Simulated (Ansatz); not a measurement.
Crystal: Pb.

```
CELL_PARAMETERS angstrom
3.48000 0.00000 0.00000
-1.74000 3.01377 0.00000
0.00000 0.00000 5.59000
ATOMIC_POSITIONS crystal
Pb 0.66667 0.33333 0.75000
Pb 0.33333 0.66667 0.25000
```

This isn't the form of Pb at room conditions, which is fcc.

Base run:

| Item | Value |
| --- | --- |
| Program | Ansatz 0.2.0 |
| Functional | PBEsol |
| Potentials or basis | all-electron LAPW, non-relativistic |
| Cutoff | 160 eV |
| Density cutoff | 641 eV |
| Basis error allowed | 0.001 eV/atom |
| k mesh | 9 × 9 × 5 |
| Occupations | fermi-dirac, width 0.05 eV |
| Spin | no spin polarisation |

Its results: pressure 3.0 GPa.

Question: The run is repeated on the same cell with these changes: potentials or basis from all-electron LAPW, non-relativistic to all-electron PAW datasets made for the crystal. What comes out?

Answer: Pressure 1.1 GPa.

Caveats: relativity is left out, which matters for the heavier elements (some runs).

Not every run made on this cell is shown here.
